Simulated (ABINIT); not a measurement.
Wanted: the native input for an ABINIT 10.8.3 (patched build) run.

| Quantity | Value |
| --- | --- |
| Task | band structure |
| Functional | HCTH407 |
| Potentials or basis | JTH PAW PBE v2.0 |
| Cutoff | 408 eV |
| k mesh | 10 × 10 × 10 |
| Occupations | fermi-dirac, width 0.05 eV |
| Spin | no spin polarisation |
| Fine-grid cutoff | 816.342 eV |
| Exchange and correlation inside the PAW spheres | full angular mesh (pawxcdev 0, this build's default; the released program takes 1) |

BAs:

```xyz
2
Lattice="0.0000 2.3885 2.3885 2.3885 0.0000 2.3885 2.3885 2.3885 0.0000" Properties=species:S:1:pos:R:3 pbc="T T T"
As    3.5827    3.5827    3.5827
B     0.0000    0.0000    0.0000
```

One way to write it, as run:

run.abi

```
# Datasets: ground state, then fixed potential
ndtset 2

# Pseudopotentials
pp_dirpath "./"
pseudos "As.GGA_PBE-JTH.xml, B.GGA_PBE-JTH.xml"

# Structure
acell 3*1.0
rprim
     0.0000000000     4.5136108487     4.5136108487
     4.5136108487     0.0000000000     4.5136108487
     4.5136108487     4.5136108487     0.0000000000
ntypat 2
znucl 33 5
natom 2
typat 1 2
xred
     0.7500000000     0.7500000000     0.7500000000
     0.0000000000     0.0000000000     0.0000000000

# Plane-wave basis
ecut 15.0
pawecutdg 30.0

# Exchange and correlation
ixc 27

# Bands and occupations
occopt 3
tsmear 0.00183747

# SCF cycle
nstep 100

# Output
iomode 3
prtwf 0
prteig 0
prtebands 0
enunit 1
prtden1 1

# Dataset 1
kptopt1 1
ngkpt1 10 10 10
nshiftk1 1
shiftk1 0.0 0.0 0.0
nband1 13
tolvrs1 1.0e-9

# Dataset 2: bands along G-X-W-K-G-L-U-W-L-K
iscf2 -2
getden2 1
nband2 17
nbdbuf2 2
tolwfr2 1.0e-12
kptopt2 -9
ndivsm2 8
prteig2 1
prtvol2 -3
kptbounds2
     0.0000000000     0.0000000000     0.0000000000
     0.5000000000     0.0000000000     0.5000000000
     0.5000000000     0.2500000000     0.7500000000
     0.3750000000     0.3750000000     0.7500000000
     0.0000000000     0.0000000000     0.0000000000
     0.5000000000     0.5000000000     0.5000000000
     0.6250000000     0.2500000000     0.6250000000
     0.5000000000     0.2500000000     0.7500000000
     0.5000000000     0.5000000000     0.5000000000
     0.3750000000     0.3750000000     0.7500000000
```

Potentials or basis: JTH PAW PBE v2.0.

Launch:

```bash
$ abinit run.abi > log 2>&1
```

Results of the run:

The pressure is 2.5 GPa, the band gap on the k mesh is 1.41 eV, indirect (least direct gap 3.27 eV) and the band gap along the path is 1.41 eV, indirect (least direct gap 3.27 eV). The valence electrons inside the program's atomic spheres are As 12.84; B 1.79.

Caveat: the PAW data sets were made with another functional, which shifts forces and pressure a little.

Run time: 32 s on 1 thread of Arm Neoverse V2 (shared host), peak memory 0.11 GiB.
